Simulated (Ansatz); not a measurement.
# Er (Im-3m) in Ansatz: single point with PBE

Aim: the single point of Er with PBE.

Everything below comes from runs of Ansatz 0.2.0. Logs are shortened: lines on timing, memory, paths and dates and some standing lists are left out, and cuts for length are marked.

### Step 1. The crystal as given

Symmetry: Im-3m, No. 229, cubic system. The conventional cell has a = 3.956 Å, b = 3.956 Å, c = 3.956 Å, α = 90.00°, β = 90.00°, γ = 90.00°. Er (site symmetry m-3m) is surrounded by 8 Er at 3.43 Å.

This isn't the form of Er at room conditions, which is hcp.

### Step 2. Single point, PBE, collinear spin, ferromagnetic start

Input file input.yaml:

```yaml
crystal:
  lattice:
    - [-1.9779384575, 1.9779384575, 1.9779384575]
    - [1.9779384575, -1.9779384575, 1.9779384575]
    - [1.9779384575, 1.9779384575, -1.9779384575]
  atoms:
    - { symbol: Er, position: [0.0, 0.0, 0.0], spin: 4.5 }
hamiltonian:
  xc: pbe
  pseudopotentials: { kind: paw }
magnetization:
  spin_polarized: true
kpoints:
  mp_grid: { grid: [9, 9, 9] }
scf:
  occupations: { method: fermi_dirac, width: 0.05 }
output:
  forces: true
  stress: true
  eigenvalues: true
```

Potentials or basis: Ansatz PAW.

Run with:

```
$ ansatz run input.yaml --threads 2 --pin off --max-ram 5120MiB --backend cpu --events-out ev --progress --plain --runs-dir out
```

What it wrote:

```text
Warning: where an SCF of this run starts from atoms to list the orders of its open shells, Er (site 0, from 0) starts with 2.52 μB on its 4f shell and 0.52 μB on its 5d shell, in the place of the 4.50 μB that the deck gives it: its open shells can hold no more by Hund's first rule. To start from spheres of the given moment, type scf.initial_density.shell_occupations: []
Warning: RAYON_NUM_THREADS=2 ignored (pool sized by the plan → 2); use --threads N
Engine: ansatz 0.2.0, aarch64-unknown-linux-gnu
Pseudopotentials: kind: paw
Pseudopotential: Er, paw, valence charge 22, recommended cutoff 420 eV (normal), Er.paw.azcp
Functional definition: PBE
  parameter kappa = 0.804
  parameter beta = 0.06672455060314922
  exchange = pbe_x(kappa = kappa, mu = beta*pi^2/3)
  correlation = pbe_c(beta = beta)
Crystal: 1 atoms, lattice volume = 30.953 Å³
Basis set: ecut = 420 eV, 603 PW (Γ), exchange–correlation on 48×48×48 points (8 copies of the dense FFT grid, shifted against one another)
Bands: 18, of which v1, the nominal top of the filled ones, is band 11 counted from 1 (10 counted from 0)
Symmetry: 48 space group operations
Space group: Im-3m (ITA 229), of the structure as read, at distance tolerance 3.1e-5 Å
Magnetic group: BNS 229.140 (UNI 1642), of the structure as read, at distance tolerance 3.1e-5 Å
k-points: 35 of 729
Non-local potential: Er, projectors of the file, l = 0: 3, l = 1: 2, l = 2: 2, l = 3: 3
PAW form: soft (Blöchl's): semilocal exchange-correlation on the pseudo side does not see the compensation charge
PAW one-centre angular grid: Er, 590 points (default); XC on 64 Gauss nodes
Initial density: superposition of atomic densities (chi_scale 0.1, normalization cell)
Starting moments: Σ|m| = 4.5 μB on 1 of 1 site
Initial wavefunctions: pseudopotential atomic-orbital guess
Functional: x = pbe(κ = 0.804, μ = 0.2195149727645171), c = pbe(β = 0.06672455060314922)
SCF iter   1: F=—  HF=-12086.722001 eV  |F-HF|=—  |Δ(HF+E_count)|=         —  Δρ=1.78e-2 (↑1.78e-2 ↓1.39e-2)  dr2=1.65e-1  dr2_m=2.95e-2  M=2.495 μB ∫|m|=2.495 μB  β_m=0.30  ethr=3.10e-3  ⟨swp⟩=5.6  Hψ=5779  notcnv=0
Mixer restart at iter 1: flushing history
preconditioner: auto → Kerker (q_TF=auto, 2.577 Å⁻¹)  [metal: Δε(μ)=0.002 eV  Ē_g=11.756 eV  σ=0.050 eV  W_gap=0.01  n_scr=12 (ndim 8)  ℏωp=29.8 eV  f_vac=0.000  D(μ)=22.07/eV (n_scr^D=766)]
spin=Collinear: Kerker preconditioning applied to the charge; magnetization (m = ρ↑ − ρ↓) channel mixes plain (no charge-response kernel on spin).
SCF iter   2: F=—  HF=-12086.702418 eV  |F-HF|=—  |Δ(HF+E_count)|=   1.96e-2  Δρ=1.14e-2 (↑1.14e-2 ↓8.49e-3)  dr2=4.68e-2  dr2_m=1.91e-2  M=2.431 μB ∫|m|=2.437 μB  β_m=0.42  ethr=7.48e-4  ⟨swp⟩=2.7  Hψ=2859  notcnv=0  defer=34
SCF iter   3: F=—  HF=-12086.717384 eV  |F-HF|=—  |Δ(HF+E_count)|=   1.50e-2  Δρ=6.72e-3 (↑6.72e-3 ↓5.64e-3)  dr2=2.61e-2  dr2_m=6.01e-3  M=2.369 μB ∫|m|=2.453 μB  β_m=0.50  ethr=2.13e-4  ⟨swp⟩=2.8  Hψ=2256  notcnv=0  defer=34
SCF iter   4: F=—  HF=-12086.758814 eV  |F-HF|=—  |Δ(HF+E_count)|=   4.14e-2  Δρ=2.50e-3 (↑1.90e-3 ↓2.50e-3)  dr2=2.70e-3  dr2_m=3.54e-4  M=2.272 μB ∫|m|=2.487 μB  β_m=0.75  ethr=1.19e-4  ⟨swp⟩=2.5  Hψ=2307  notcnv=0  defer=34
SCF iter   5: F=—  HF=-12086.759710 eV  |F-HF|=—  |Δ(HF+E_count)|=         —  Δρ=2.14e-2 (↑1.84e-3 ↓2.14e-2)  dr2=1.75e-2  dr2_m=3.24e-2  M=2.285 μB ∫|m|=2.516 μB  β_m=0.75  ethr=1.23e-5  ⟨swp⟩=2.0  Hψ=2537  notcnv=0  defer=35
Mixer restart at iter 5: flushing history
SCF iter   6: F=—  HF=-12087.067730 eV  |F-HF|=—  |Δ(HF+E_count)|=         —  Δρ=5.81e-3 (↑8.07e-4 ↓5.81e-3)  dr2=2.19e-3  dr2_m=1.89e-3  M=2.278 μB ∫|m|=2.524 μB  β_m=0.75  ethr=1.23e-5  ⟨swp⟩=3.1  Hψ=2881  notcnv=0  defer=48
Mixer restart at iter 6: flushing history
SCF iter   7: F=—  HF=-12087.109223 eV  |F-HF|=—  |Δ(HF+E_count)|=         —  Δρ=2.06e-3 (↑1.35e-3 ↓2.06e-3)  dr2=6.94e-4  dr2_m=3.06e-4  M=2.285 μB ∫|m|=2.529 μB  β_m=0.75  ethr=9.95e-6  ⟨swp⟩=2.5  Hψ=2925  notcnv=0  defer=38
Mixer restart at iter 7: flushing history
SCF iter   8: F=—  HF=-12087.111865 eV  |F-HF|=—  |Δ(HF+E_count)|=   2.64e-3  Δρ=2.96e-3 (↑1.02e-3 ↓2.96e-3)  dr2=3.53e-3  dr2_m=2.89e-4  M=2.293 μB ∫|m|=2.541 μB  β_m=0.69  ethr=3.16e-6  ⟨swp⟩=3.2  Hψ=2910  notcnv=0  defer=38
SCF iter   9: F=—  HF=-12087.112251 eV  |F-HF|=—  |Δ(HF+E_count)|=   3.85e-4  Δρ=9.91e-4 (↑9.91e-4 ↓4.86e-4)  dr2=2.45e-4  dr2_m=6.10e-5  M=2.293 μB ∫|m|=2.538 μB  β_m=0.64  ethr=3.16e-6  ⟨swp⟩=3.1  Hψ=3155  notcnv=0  defer=38
SCF iter  10: F=—  HF=-12087.111798 eV  |F-HF|=—  |Δ(HF+E_count)|=   4.53e-4  Δρ=5.65e-4 (↑3.68e-4 ↓5.65e-4)  dr2=7.72e-5  dr2_m=4.89e-5  M=2.297 μB ∫|m|=2.543 μB  β_m=0.82  ethr=1.11e-6  ⟨swp⟩=2.2  Hψ=2313  notcnv=0  defer=38
SCF iter  11: F=—  HF=-12087.112028 eV  |F-HF|=—  |Δ(HF+E_count)|=   2.30e-4  Δρ=1.60e-4 (↑1.60e-4 ↓1.37e-4)  dr2=9.22e-6  dr2_m=3.16e-6  M=2.304 μB ∫|m|=2.549 μB  β_m=0.91  ethr=3.51e-7  ⟨swp⟩=2.4  Hψ=2164  notcnv=0  defer=37
SCF iter  12: F=—  HF=-12087.112037 eV  |F-HF|=—  |Δ(HF+E_count)|=   8.92e-6  Δρ=4.93e-5 (↑3.57e-5 ↓4.93e-5)  dr2=1.50e-6  dr2_m=2.40e-7  M=2.305 μB ∫|m|=2.550 μB  β_m=0.95  ethr=4.19e-8  ⟨swp⟩=2.1  Hψ=2063  notcnv=0  defer=37
SCF iter  13: F=—  HF=-12087.112038 eV  |F-HF|=—  |Δ(HF+E_count)|=   1.14e-6  Δρ=8.44e-6 (↑7.03e-6 ↓8.44e-6)  dr2=7.22e-8  dr2_m=3.80e-9  M=2.305 μB ∫|m|=2.551 μB  β_m=0.98  ethr=6.80e-9  ⟨swp⟩=2.1  Hψ=2105  notcnv=0  defer=37
SCF iter  14: F=—  HF=-12087.112038 eV  |F-HF|=—  |Δ(HF+E_count)|=   1.45e-8  Δρ=2.58e-6 (↑1.25e-6 ↓2.58e-6)  dr2=1.41e-9  dr2_m=6.84e-10  M=2.306 μB ∫|m|=2.551 μB  β_m=0.99  ethr=3.28e-10  ⟨swp⟩=2.3  Hψ=2112  notcnv=0  defer=37
SCF iter  15: F=-12087.112038 eV  HF=-12087.112038 eV  |F-HF|=4.61e-8  |Δ(HF+E_count)|=   1.27e-8  Δρ=1.31e-5 (↑1.05e-6 ↓1.31e-5)  dr2=4.36e-8  dr2_m=1.19e-8  M=2.306 μB ∫|m|=2.551 μB  ethr=6.40e-12  ⟨swp⟩=5.6  Hψ=5736  notcnv=0
SCF 1 converged in 15 iterations: F = -12087.112038 eV  dr2 = 4.36e-8
Symmetry: 24 space group operations
k-points: 45 of 729
SCF iter   1: F=—  HF=-12086.721933 eV  |F-HF|=—  |Δ(HF+E_count)|=         —  Δρ=1.78e-2 (↑1.78e-2 ↓1.39e-2)  dr2=1.64e-1  dr2_m=2.95e-2  M=2.495 μB ∫|m|=2.495 μB  β_m=0.30  ethr=3.10e-3  ⟨swp⟩=5.6  Hψ=7524  notcnv=0
Mixer restart at iter 1: flushing history
spin=Collinear: Kerker preconditioning applied to the charge; magnetization (m = ρ↑ − ρ↓) channel mixes plain (no charge-response kernel on spin).
SCF iter   2: F=—  HF=-12086.702393 eV  |F-HF|=—  |Δ(HF+E_count)|=   1.95e-2  Δρ=1.14e-2 (↑1.14e-2 ↓8.49e-3)  dr2=4.69e-2  dr2_m=1.91e-2  M=2.431 μB ∫|m|=2.437 μB  β_m=0.42  ethr=7.47e-4  ⟨swp⟩=2.7  Hψ=3637  notcnv=0  defer=45
SCF iter   3: F=—  HF=-12086.717421 eV  |F-HF|=—  |Δ(HF+E_count)|=   1.50e-2  Δρ=6.56e-3 (↑6.56e-3 ↓5.60e-3)  dr2=2.64e-2  dr2_m=5.58e-3  M=2.367 μB ∫|m|=2.455 μB  β_m=0.47  ethr=2.13e-4  ⟨swp⟩=2.8  Hψ=2906  notcnv=0  defer=45
SCF iter   4: F=—  HF=-12086.758193 eV  |F-HF|=—  |Δ(HF+E_count)|=   4.08e-2  Δρ=2.46e-3 (↑1.96e-3 ↓2.46e-3)  dr2=2.75e-3  dr2_m=3.51e-4  M=2.274 μB ∫|m|=2.487 μB  β_m=0.73  ethr=1.20e-4  ⟨swp⟩=2.5  Hψ=2912  notcnv=0  defer=45
SCF iter   5: F=—  HF=-12086.759699 eV  |F-HF|=—  |Δ(HF+E_count)|=         —  Δρ=1.97e-2 (↑2.13e-3 ↓1.97e-2)  dr2=1.32e-2  dr2_m=2.79e-2  M=2.315 μB ∫|m|=2.503 μB  β_m=0.73  ethr=1.25e-5  ⟨swp⟩=2.0  Hψ=3346  notcnv=0  defer=46
Mixer restart at iter 5: flushing history
iteration 5: the lowest order of the open f orbitals that was found in this iteration's bands is taken; the next order that was found lies 210 meV over it there
SCF iter   6: F=—  HF=-12087.116261 eV  |F-HF|=—  |Δ(HF+E_count)|=         —  Δρ=6.02e-3 (↑9.17e-4 ↓6.02e-3)  dr2=3.40e-3  dr2_m=1.97e-3  M=2.322 μB ∫|m|=2.511 μB  β_m=0.73  ethr=1.25e-5  ⟨swp⟩=2.8  Hψ=3446  notcnv=0  defer=64
Mixer restart at iter 6: flushing history
SCF iter   7: F=—  HF=-12087.170399 eV  |F-HF|=—  |Δ(HF+E_count)|=         —  Δρ=2.01e-3 (↑1.73e-3 ↓2.01e-3)  dr2=1.21e-3  dr2_m=2.44e-4  M=2.334 μB ∫|m|=2.509 μB  β_m=0.73  ethr=1.25e-5  ⟨swp⟩=2.1  Hψ=3791  notcnv=0  defer=51
Mixer restart at iter 7: flushing history
SCF iter   8: F=—  HF=-12087.174062 eV  |F-HF|=—  |Δ(HF+E_count)|=   3.66e-3  Δρ=3.90e-3 (↑1.66e-3 ↓3.90e-3)  dr2=7.01e-3  dr2_m=3.99e-4  M=2.346 μB ∫|m|=2.521 μB  β_m=0.61  ethr=5.48e-6  ⟨swp⟩=3.0  Hψ=3865  notcnv=0  defer=50
SCF iter   9: F=—  HF=-12087.172269 eV  |F-HF|=—  |Δ(HF+E_count)|=   1.79e-3  Δρ=7.79e-4 (↑7.79e-4 ↓7.71e-4)  dr2=1.32e-4  dr2_m=1.12e-4  M=2.346 μB ∫|m|=2.517 μB  β_m=0.68  ethr=5.48e-6  ⟨swp⟩=3.1  Hψ=4220  notcnv=0  defer=49
SCF iter  10: F=—  HF=-12087.172522 eV  |F-HF|=—  |Δ(HF+E_count)|=   2.53e-4  Δρ=8.85e-4 (↑2.01e-4 ↓8.85e-4)  dr2=2.77e-4  dr2_m=6.30e-5  M=2.353 μB ∫|m|=2.523 μB  β_m=0.84  ethr=6.01e-7  ⟨swp⟩=2.0  Hψ=2868  notcnv=0  defer=49
SCF iter  11: F=—  HF=-12087.172867 eV  |F-HF|=—  |Δ(HF+E_count)|=   3.45e-4  Δρ=1.42e-4 (↑8.51e-5 ↓1.42e-4)  dr2=1.26e-5  dr2_m=2.14e-6  M=2.359 μB ∫|m|=2.529 μB  β_m=0.91  ethr=6.01e-7  ⟨swp⟩=2.8  Hψ=3011  notcnv=0  defer=49
SCF iter  12: F=—  HF=-12087.172872 eV  |F-HF|=—  |Δ(HF+E_count)|=   4.66e-6  Δρ=2.60e-5 (↑2.48e-5 ↓2.60e-5)  dr2=8.32e-7  dr2_m=1.64e-8  M=2.359 μB ∫|m|=2.530 μB  β_m=0.95  ethr=5.71e-8  ⟨swp⟩=2.0  Hψ=2647  notcnv=0  defer=49
SCF iter  13: F=—  HF=-12087.172872 eV  |F-HF|=—  |Δ(HF+E_count)|=   1.17e-8  Δρ=5.70e-6 (↑5.53e-6 ↓5.70e-6)  dr2=3.30e-8  dr2_m=1.05e-9  M=2.359 μB ∫|m|=2.530 μB  β_m=0.98  ethr=3.78e-9  ⟨swp⟩=2.6  Hψ=2624  notcnv=0  defer=49
SCF iter  14: F=-12087.172872 eV  HF=-12087.172872 eV  |F-HF|=3.43e-8  |Δ(HF+E_count)|=  9.55e-10  Δρ=1.29e-5 (↑1.55e-6 ↓1.29e-5)  dr2=3.57e-8  dr2_m=1.18e-8  M=2.359 μB ∫|m|=2.530 μB  ethr=1.50e-10  ⟨swp⟩=7.0  Hψ=8476  notcnv=0
SCF 2 converged in 14 iterations: F = -12087.172872 eV  dr2 = 3.57e-8
SCF converged after 14 iterations
Magnetization: 2.3589 μB (12.1794 up, 9.8206 down)
Absolute magnetization: 2.5243 μB (∫|ρ↑−ρ↓|, with the PAW one-centre terms)
Spin contamination: 0.1007 ħ² per cell (⟨S²⟩ above its minimum at these occupations)
Per-site moments (μB) at R_I (Å): [(2.4182986320126787, 1.413179584836696)]
Free energy (F): -12087.172872 eV
Harris-Foulkes:  -12087.172872 eV  (|F-HF|=3.43e-8)
Internal energy: -12087.118266 eV  (E = F + TS)
E sigma→0 (E₀):  -12087.145569 eV
Entropy (-TS):   -0.054606 eV (-54.606 meV/atom)
Fermi energy:    12.809342 eV
--- Per-component energies (eV) ---
  E_band       = 19.155380
  E_kinetic    = 377.100417
  E_local      = -4547.675874  (includes V_loc(G=0)·N_el)
  E_nonlocal   = 675.431026
  E_hartree    = 1939.801252
  E_xc         = -194.827994
  E_vxc        = -227.529269  (∫ρ·V_xc dr)
  E_paw        = -7131.162693  (= ΣΔE_a)
  E_vpaw       = -137.757462  (= ΣTr[D̂ρ^β])
  E_aug_tail   = 0.000001  (compensation charges beyond the density's cutoff)
  E_ewald      = -3205.784399
  E_smearing   = -0.054606  (= −TS)
  E_closure    = 0.000000  (closes the sum)
  Σ components = -12087.172872   (vs F -12087.172872, Δ=0.00e0)
--- Forces (eV/Å), atoms counted from 1 ---
  atom   1  Er     0.00000000     0.00000000    -0.00000000
  max |Σ_I F_I| component: 6.57e-32 eV/Å
--- Stress (GPa, compression-positive) ---
        2.654088      -0.000000       0.000000
       -0.000000       2.654088       0.000000
        0.000000       0.000000       2.654088
  P = ⅓ Tr σ = 2.6541 GPa (26.541 kbar)
--- Band table (eV; the first three rows and the last of 90) ---
  k-point 0 ↑: bands = ["-36.7874", "-10.5843", "-10.5843", "-10.5843", "7.4316", "9.8859", "9.8859", "9.8859", "10.7403", "10.7403", "10.7403", "10.8096", "15.2362", "15.2362", "15.2362", "17.4264", "17.4264", "24.1161"]
  k-point 1 ↑: bands = ["-36.7818", "-10.6626", "-10.6086", "-10.5847", "7.7895", "9.8870", "9.8914", "9.8939", "10.7305", "10.7374", "10.7378", "10.7926", "14.9673", "15.0751", "15.6142", "17.0709", "17.4308", "24.4545"]
  k-point 2 ↑: bands = ["-36.7676", "-10.8549", "-10.6693", "-10.5858", "8.7524", "9.8911", "9.9076", "9.9157", "10.7096", "10.7196", "10.7311", "10.7726", "14.3811", "14.3932", "16.6928", "16.9904", "17.5240", "24.5193"]
  k-point 44 ↓: bands = ["-35.6402", "-10.3052", "-10.2895", "-10.2895", "11.5815", "11.6083", "11.7622", "11.8783", "11.8836", "11.9018", "13.0111", "13.0186", "13.0324", "18.1549", "18.1571", "18.5478", "19.7819", "21.1512"]
```

Run time: 12 s. Hardware: 2 threads of Arm Neoverse V2, shared host; peak memory 0.36 GiB.

What came out:

```yaml
Free_energy: -12087.1729 eV
Pressure: 2.7 GPa
Band_gap_on_the_k_mesh: none (metal or under the smearing width)
Net_moment: 2.36 μB per cell
Absolute_moment: 2.52 μB per cell
Site_moments: Er +2.42 μB
```

Levels at points of the mesh, in eV from the Fermi level:
Spin up:
```tsv
k point	band 10	band 11	band 12	band 13	band 14	band 15
(0.00, 0.00, 0.00)	-2.07	-2.07	-2.00	2.43	2.43	2.43
```
Spin down:
```csv
k point,band 7,band 8,band 9,band 10,band 11,band 12,band 13,band 14
"(0.00, 0.00, 0.00)",-0.89,-0.89,-0.82,0.06,0.06,0.06,2.60,2.60
```

Caveat: the magnetic or orbital state may not be the lowest; spin-orbit coupling is left out, which moves the levels of the heavy elements. The state reached can hang on the start; a lower one may exist.
